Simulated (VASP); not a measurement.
Output of a VASP run:

**OSZICAR**
```
       N       E                     dE             d eps       ncg     rms          rms(c)
DAV:   1     0.371533590977E+03    0.37153E+03   -0.13224E+04   872   0.249E+03
DAV:   2     0.458356146455E+02   -0.32570E+03   -0.29280E+03   936   0.467E+02
DAV:   3    -0.628788244399E+02   -0.10871E+03   -0.10507E+03  1176   0.239E+02
DAV:   4    -0.858495820453E+02   -0.22971E+02   -0.22748E+02  1448   0.104E+02
DAV:   5    -0.868307815738E+02   -0.98120E+00   -0.97324E+00  1280   0.208E+01    0.124E+01
DAV:   6    -0.721646904044E+02    0.14666E+02   -0.15661E+01  1208   0.280E+01    0.470E+00
DAV:   7    -0.725472768915E+02   -0.38259E+00   -0.32018E+00  1408   0.205E+01    0.289E+00
DAV:   8    -0.747795257122E+02   -0.22322E+01   -0.18199E+00  1232   0.167E+01    0.125E+00
DAV:   9    -0.728494041702E+02    0.19301E+01   -0.88468E-01  1152   0.959E+00    0.521E-01
DAV:  10    -0.729514241575E+02   -0.10202E+00   -0.15283E-01  1408   0.467E+00    0.247E-01
DAV:  11    -0.729418969179E+02    0.95272E-02   -0.23149E-02  1120   0.170E+00    0.135E-01
DAV:  12    -0.729518907728E+02   -0.99939E-02   -0.18256E-02  1296   0.152E+00    0.437E-02
DAV:  13    -0.729542477900E+02   -0.23570E-02   -0.17238E-03  1296   0.520E-01    0.241E-02
DAV:  14    -0.729545226316E+02   -0.27484E-03   -0.93064E-04  1176   0.327E-01    0.166E-02
DAV:  15    -0.729546537059E+02   -0.13107E-03   -0.17274E-04  1240   0.145E-01    0.485E-03
DAV:  16    -0.729546733101E+02   -0.19604E-04   -0.27213E-05  1432   0.511E-02    0.181E-03
DAV:  17    -0.729546741565E+02   -0.84648E-06   -0.34955E-06  1096   0.209E-02
   1 F= -.72954674E+02 E0= -.72954674E+02  d E =-.455852E-13  mag=     0.0000     0.0000    -0.0000
       N       E                     dE             ncg
       N       E                     dE             ncg
       N       E                     dE             ncg
       N       E                     dE             ncg
       N       E                     dE             ncg
```

File OUTCAR:
```
------------------------ aborting loop because EDIFF is reached ----------------------------------------
  FORCE on cell =-STRESS in cart. coord.  units (eV):
  Direction    XX          YY          ZZ          XY          YZ          ZX
  --------------------------------------------------------------------------------------
  Total        0.0223541      0.0223541      0.0223541     -0.0000000     -0.0000000      0.0000000
  in kB        0.6613279      0.6613279      0.6613279     -0.0000000     -0.0000000      0.0000000
  external PRESSURE =       0.6613279 kB  Pullay stress =       0.0000000 kB
  volume of cell :       54.16
      direct lattice vectors                 reciprocal lattice vectors
     3.783413778  0.000000000  0.000000000     0.264311561  0.000000000  0.000000000
     0.000000000  3.783413778  0.000000000     0.000000000  0.264311561  0.000000000
     0.000000000  0.000000000  3.783413778     0.000000000  0.000000000  0.264311561
 POSITION                                       TOTAL-FORCE (eV/Angst)
 -----------------------------------------------------------------------------------
      0.00000      0.00000      0.00000         0.000000      0.000000      0.000000
      1.89171      1.89171      1.89171         0.000000      0.000000      0.000000
      1.89171      0.00000      1.89171         0.000000      0.000000      0.000000
      0.00000      1.89171      1.89171         0.000000      0.000000      0.000000
      1.89171      1.89171      0.00000         0.000000      0.000000      0.000000
 -----------------------------------------------------------------------------------
    total drift:                                0.000000      0.000000      0.000000
  FREE ENERGIE OF THE ION-ELECTRON SYSTEM (eV)
  ---------------------------------------------------
  free  energy   TOTEN  =       -72.9546741565 eV

  energy  without entropy=      -72.9546741565  energy(sigma->0) =      -72.95467416

 Ion:    1  E_soc:     -0.5368759

 Ion:    2  E_soc:     -0.0000818

 Ion:    3  E_soc:     -0.0002288

 Ion:    4  E_soc:     -0.0002288

 Ion:    5  E_soc:     -0.0002288
```
(Selected blocks of OUTCAR.)

### POSCAR
```
LaAlO3
1
    3.7834137779     0.0000000000    -0.0000000000
    0.0000000000     3.7834137779     0.0000000000
    0.0000000000    -0.0000000000     3.7834137779
La Al O
1 1 3
Direct
  0.0000000000   0.0000000000   0.0000000000
  0.5000000000   0.5000000000   0.5000000000
  0.5000000000   0.0000000000   0.5000000000
  0.0000000000   0.5000000000   0.5000000000
  0.5000000000   0.5000000000   0.0000000000
```

Q: Write an INCAR and KPOINTS that could have produced this output.

A: One answer among several that fit: the input of the run itself, r2SCAN meta-GGA with spin-orbit coupling, plane waves, VASP's PBE PAW potentials (set 64).

**KPOINTS_OPT**
```
k-points along high-symmetry lines
8
Line-mode
Reciprocal
  0.000000   0.000000   0.000000 ! GAMMA
  0.000000   0.500000   0.000000 ! X

  0.000000   0.500000   0.000000 ! X
  0.500000   0.500000   0.000000 ! M

  0.500000   0.500000   0.000000 ! M
  0.000000   0.000000   0.000000 ! GAMMA

  0.000000   0.000000   0.000000 ! GAMMA
  0.500000   0.500000   0.500000 ! R

  0.500000   0.500000   0.500000 ! R
  0.000000   0.500000   0.000000 ! X

  0.500000   0.500000   0.500000 ! R
  0.500000   0.500000   0.000000 ! M
```

### INCAR
```
SIGMA  =  0.05   # width (eV)
ALGO  =  Normal   # blocked Davidson
ENCUT  =  520   # plane-wave cut-off (eV)
LWAVE  =  .FALSE.
LCHARG  =  .FALSE.
PREC  =  Accurate
LASPH  =  .TRUE.
LSORBIT  =  .TRUE.
NELM  =  100   # most electronic steps
GGA_COMPAT  =  .FALSE.
ISMEAR  =  0   # Gaussian
METAGGA  =  R2SCAN
LMIXTAU  =  .TRUE.
EDIFF  =  1E-6   # SCF stop (eV)
SYSTEM  =  LaAlO3
LMAXMIX  =  6   # l cut-off of mixed one-centre charges
LREAL  =  .FALSE.   # projection in real space or not
MAGMOM  =  15*0
```

KPOINTS:
```
K-points
0
gamma
  5 5 5
```

POTCAR, in this order: La Al O (PBE.64 set). Program: vasp_ncl.

The compound is LaAlO3 in the cubic perovskite structure, the ideal cubic form; the compound distorts at low or room temperature. It was relaxed first.
